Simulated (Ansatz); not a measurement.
# AlP: the cost of one run

Computed with Ansatz 0.2.0 (DFT PBEsol, frozen-core PAW, scalar-relativistic unless said, unless a step's input says otherwise).

The COD entry's cell or inner coordinates are ideal or old and differ from later refinements, so a difference from it is no clean test against experiment.

## (1) Starting point

It takes space group F-43m (No. 216, cubic). The conventional cell has a = 5.451 Å, b = 5.451 Å, c = 5.451 Å, α = 90.00°, β = 90.00°, γ = 90.00°. Al (site symmetry -43m) is surrounded by 4 P at 2.36 Å. P (site symmetry -43m) is surrounded by 4 Al at 2.36 Å.

Structure file:

```cif
data_structure
_symmetry_space_group_name_H-M 'F-43m'
_symmetry_Int_Tables_number 216
_cell_length_a 5.4510
_cell_length_b 5.4510
_cell_length_c 5.4510
_cell_angle_alpha 90.000
_cell_angle_beta 90.000
_cell_angle_gamma 90.000
_cell_volume 161.97
loop_
_atom_site_label
_atom_site_type_symbol
_atom_site_symmetry_multiplicity
_atom_site_Wyckoff_symbol
_atom_site_fract_x
_atom_site_fract_y
_atom_site_fract_z
_atom_site_occupancy
Al1 Al 4 a 0.00000 0.00000 0.00000 1
P1 P 4 d 0.75000 0.25000 0.25000 1
```

Cartesian axes are those of the input's lattice vectors. The structure goes back to a database entry.

## (2) Cell and atoms relaxed, PAW

input.yaml reads:

```yaml
crystal:
  lattice:
    - [2.7255, 2.7255, 0.0]
    - [-2.7255, 2.7255, 0.0]
    - [0.0, 2.7255, 2.7255]
  atoms:
    - { symbol: Al, position: [0.0, 0.0, 0.0] }
    - { symbol: P, position: [0.75, 0.25, 0.5] }
kpoints:
  mp_grid: { grid: [12, 12, 12] }
scf:
  occupations: { method: fermi_dirac, width: 0.1 }
hamiltonian:
  xc: pbesol
  pseudopotentials: { kind: paw }
relax:
  f_tol: 0.002
  max_steps: 80
  cell: {}
output:
  forces: true
  stress: true
```

Launch:

```
$ ansatz run input.yaml --threads 1 --pin off --max-ram 3072MiB --backend cpu --events-out ev --progress --plain --runs-dir out
```

**Question.** How long does this run take on 1 thread of Arm Neoverse V1, shared host, and how much memory does it need?

About 8.4 s, with a peak of 0.32 GiB.
